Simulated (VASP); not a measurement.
TaN:

```
CELL_PARAMETERS angstrom
2.92177 0.00000 0.00000
-1.46088 2.53033 0.00000
0.00000 0.00000 5.91652
ATOMIC_POSITIONS crystal
Ta 0.00000 0.00000 0.50000
Ta 0.00000 0.00000 0.00000
N 0.33333 0.66667 0.25000
N 0.66667 0.33333 0.75000
```

The cell comes from a database or a generator and needn't be the stable form of this composition.

```yaml
Program: VASP 6.6.1
Task: relaxation of cell and atoms
Functional: PBEsol
Dispersion: D3(BJ)
Potentials_or_basis: VASP PAW PBE potentials, release 64 (Ta_pv, N)
Cutoff: 600 eV
k_mesh: 10 × 10 × 5
Occupations: fermi-dirac, width 0.05 eV
Spin: no spin polarisation
```

At the start: pressure -16.5 GPa; volume 10.94 Å³/atom.

Task: How do energy, volume and symmetry change on relaxing?

Result: Over 7 steps the energy falls by 28.3 meV/atom and the volume is 10.40 Å³/atom (-4.9 %); space group P6_3/mmc (No. 194, to 0.05 Å).

Step by step:
```tsv
step	energy change (eV)	largest force (eV/Å)	pressure (GPa)	volume (Å³)
1	0.0000	0.0000	-16.48	43.74
2	0.6388	0.0000	57.36	37.00
3	-0.1124	0.0000	-0.84	41.74
4	-0.1126	0.0000	-0.19	41.66
5	-0.1126	0.0000	0.19	41.62
6	-0.1128	0.0000	0.29	41.59
7	-0.1132	0.0000	0.26	41.60
```

Final structure:
```
Ta N
1.0
     2.87140    0.00000    0.00000
    -1.43570    2.48671    0.00000
     0.00000    0.00000    5.82651
Ta N
2 2
Direct
  0.00000 0.00000 0.50000
  0.00000 0.00000 0.00000
  0.33333 0.66667 0.25000
  0.66667 0.33333 0.75000
```

Caveat: the PAW data sets were made with another functional, which shifts forces and pressure a little; pairwise dispersion overbinds metals, which lowers pressure and volume.
